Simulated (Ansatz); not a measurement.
# Moving the pressure in ZrC

The cell as given:

```cif
data_structure
_symmetry_space_group_name_H-M 'Fm-3m'
_symmetry_Int_Tables_number 225
_cell_length_a 4.7300
_cell_length_b 4.7300
_cell_length_c 4.7300
_cell_angle_alpha 90.000
_cell_angle_beta 90.000
_cell_angle_gamma 90.000
_cell_volume 105.82
loop_
_atom_site_label
_atom_site_type_symbol
_atom_site_symmetry_multiplicity
_atom_site_Wyckoff_symbol
_atom_site_fract_x
_atom_site_fract_y
_atom_site_fract_z
_atom_site_occupancy
Zr1 Zr 4 b 0.50000 0.00000 0.00000 1
C1 C 4 a 0.00000 0.00000 0.00000 1
```

Kept alike: task relaxation of cell and atoms; functional PBEsol; k mesh 10 × 10 × 10; occupations fermi-dirac, width 0.05 eV; no spin polarisation. Program: Ansatz, all-electron LAPW, scalar-relativistic. The mesh is that of the run's cell of 2 atoms. No spin-orbit coupling.

| run | volume (Å³/atom) |
| --- | --- |
| A | 11.827 |
| B | 12.470 |
| C | 11.475 |
| D | 12.236 |
| E | 12.726 |

The relaxations keep at least the cell's symmetry (Fm-3m). The runs follow the start's structure, whether or not it is the stable one at these pressures.

The runs differ in the pressure alone: 0; 5; 10; 20; 30 GPa. Which run is which?

Run A is 20 GPa; run B is 5 GPa; run C is 30 GPa; run D is 10 GPa; run E is 0 GPa. The volume falls from 12.726 to 11.475 Å³/atom between 0 and 30 GPa. The volume falls ever more slowly, since the solid stiffens under load. At the pressures aimed at, which the runs meet within some tenths of a GPa, the step from 0 to 5 GPa gives a mean bulk modulus near 246 GPa, the last step 331 GPa.

ZrC is hard to compress from the outset, and its mean bulk modulus rises from near 246 GPa in the first step to 331 GPa in the last. The initial stiffness comes largely from strong covalent bonds between Zr 4d and C 2p states. With eight valence electrons per formula unit, a group 4 carbide fills the bonding states and leaves the antibonding ones nearly empty. In rocksalt both atoms sit on sites fixed by symmetry, so compression can't be taken up by bending or tilting and must shorten every Zr–C contact alike. The repulsion between overlapping electron shells then grows steeply, which accounts for the further stiffening.

The volume at zero pressure, 12.726 Å³/atom, lies somewhat below that measured for nearly stoichiometric ZrC at room temperature, probably through slight overbinding by PBEsol and the absence of thermal expansion and zero-point motion. The resistance to uniform compression found here doesn't by itself establish hardness, which also depends on the response to shear and on plastic flow.
